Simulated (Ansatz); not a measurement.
# RbBr in Ansatz: the effect of functional

The system is RbBr.

```xyz
2
Lattice="0.0000 3.4721 3.4721 3.4721 0.0000 3.4721 3.4721 3.4721 0.0000" Properties=species:S:1:pos:R:3 pbc="T T T"
Rb    0.0000    0.0000    0.0000
Br    3.4721    3.4721    3.4721
```

The cell isn't the ideal one: volume scaled by 1.04.

Alike in all runs:

```yaml
Program: Ansatz 0.2.0
Task: single point
Potentials_or_basis: Ansatz PAW
Cutoff: "420 eV (not typed: the program's choice for these potentials)"
k_mesh: 7 × 7 × 7
Occupations: fermi-dirac, width 0.05 eV
Spin: no spin polarisation
```

Task: One run gave: gap on the mesh 4.27 eV; pressure 0.4 GPa. Which functional did it use?
A. LDA
B. PBEsol
C. PBE

Result: C.

| functional | gap on the mesh (eV) | pressure (GPa) |
| --- | --- | --- |
| LDA | 3.86 | -1.6 |
| PBE | 4.27 | 0.4 |
| PBEsol | 4.13 | -0.5 |

Caveats: odd divisions of the mesh miss points on the zone boundary, where band edges often lie, so the gap on the mesh can be too wide; the PAW data sets come from PBE, with cores solved anew for the run's functional, which leaves a small shift of forces and pressure (some runs).

A k mesh can miss the band edges.
